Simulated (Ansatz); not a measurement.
TiC, 2 atoms in the cell. Symmetry: Fm-3m, No. 225, cubic system. Conventional cell: a = 4.331 Å, b = 4.331 Å, c = 4.331 Å, α = 90.00°, β = 90.00°, γ = 90.00°. Ti (site symmetry m-3m) is surrounded by 6 C at 2.17 Å. Around C (site symmetry m-3m) lie 6 Ti at 2.17 Å. The cell is a database's computed one.

```yaml
Program: Ansatz 0.2.0
Task: single point
Functional: HSE06 form with a typed share of exact exchange
Potentials_or_basis: Ansatz PAW
Cutoff: "420 eV (not typed: the program's choice for these potentials)"
k_mesh: 6 × 6 × 6
Occupations: fermi-dirac, width 0.05 eV
Spin: no spin polarisation
Share_of_exact_exchange: 0.1
```

Potentials or basis: Ansatz PAW.

Run with:

```console
$ ansatz run input.yaml --threads 2 --pin off --max-ram 5632MiB --backend cpu --events-out ev --progress --plain --runs-dir out
```

Hardware: 2 threads of Arm Neoverse V2, on a shared host.

Q: How long does it take, and how much memory?

A: It took 7.4 s on 2 threads of Arm Neoverse V2, on a shared host, peak memory 0.7 GiB. Counts: scf iterations 16, plane waves 411, k points 16, bands 12.
